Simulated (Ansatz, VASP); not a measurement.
## One calculation of C, two programs

```xyz
2
Lattice="2.5150 0.0000 0.0000 -1.2575 2.1354 0.0000 0.0000 0.0000 28.0000" Properties=species:S:1:pos:R:3 pbc="T T T"
C     0.0000    1.4221   14.0000
C     1.2575    0.7133   14.0000
```

Change from the starting cell: strain along x +0.020, atoms relaxed.

Alike in both runs: functional PBE; dispersion D3(BJ); k mesh 21 × 21 × 1; occupations gaussian, width 0.1 eV; no spin polarisation.

Ansatz relaxed the structure, and its values are those at the end. VASP's run is a single point on that final structure, the one shown.

|  | VASP | Ansatz |
| --- | --- | --- |
| version | VASP 6.6.1 | Ansatz 0.2.0 |
| potentials or method | VASP PAW PBE potentials, release 64 (C) | scalar-relativistic, plane waves, PAW |
| plane-wave cutoff (eV) | 520 | 420 |
| valence electrons in the cell | 8 | 8 |

|  | VASP | Ansatz | Ansatz less VASP |
| --- | --- | --- | --- |
| gap on the k mesh at the Fermi level (eV) | 0.21 | 0.21 | 0.000 |
| least direct gap on the mesh (eV) | 0.21 | 0.21 | 0.000 |

With one functional, cell and mesh, what is left measures potentials, basis and numerics. Ansatz warned: «stress_scf_threshold_loose».
